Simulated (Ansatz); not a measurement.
**SrO (Fm-3m): gap against strain (uniaxial along y, other directions held)**

SrO (started from an entry of an open crystallographic database), relaxed with r2SCAN in the PAW code Ansatz, then strained (uniaxial along y, other directions held; changes of length per length, axes as in the cell below) with the atoms relaxed again within the symmetry that is left. It is cubic, Fm-3m (No. 225); conventional cell a = 5.160 Å, 17.17 Å³ an atom. Sr has 6 O at 2.58 Å; O has 6 Sr at 2.58 Å. Calculated for a static, non-magnetic cell.

```
Sr O
1.0
     0.00000    2.57989    2.57989
     2.57989    0.00000    2.57989
     2.57989    2.57989    0.00000
Sr O
1 1
Direct
  0.50000 0.50000 0.50000
  0.00000 0.00000 0.00000
```

Gaps are the least over each mesh (PBE 8×8×8, r2SCAN 8×8×8, HSE06 6×6×6 when unstrained) and the special points, which keep their unstrained names; stress is the change from the unstrained cell, compression positive.

```csv
strain (%),"gap, PBE (eV)","gap, r2SCAN (eV)","gap, HSE06 (eV)","edges, HSE06","stress along the strain, r2SCAN (GPa)","energy rise, r2SCAN (meV/atom)"
-3.24,3.131,3.607,4.630,Γ → X,+7.32,11.9
0.0,3.318,3.799,4.794,Γ → X,0.00,0.0
+5.01,3.249,3.722,4.718,Γ → X,-6.69,20.0
```

Task: Estimate the row for a strain of +5.42 %.

Result:
```csv
strain (%),"gap, PBE (eV)","gap, r2SCAN (eV)","gap, HSE06 (eV)","edges, HSE06","stress along the strain, r2SCAN (GPa)","energy rise, r2SCAN (meV/atom)"
+5.42,3.245,3.718,4.713,Γ → X,-7.06,23.0
```

Between zero and the nearest strains the slope of the HSE06 gap against strain is +0.051 eV per percent for negative and -0.015 for positive strain; it falls either way, as happens when edge states split or other valleys take over.

The meshes of the hybrids are coarse, so their gaps aren't converged to the digits shown.
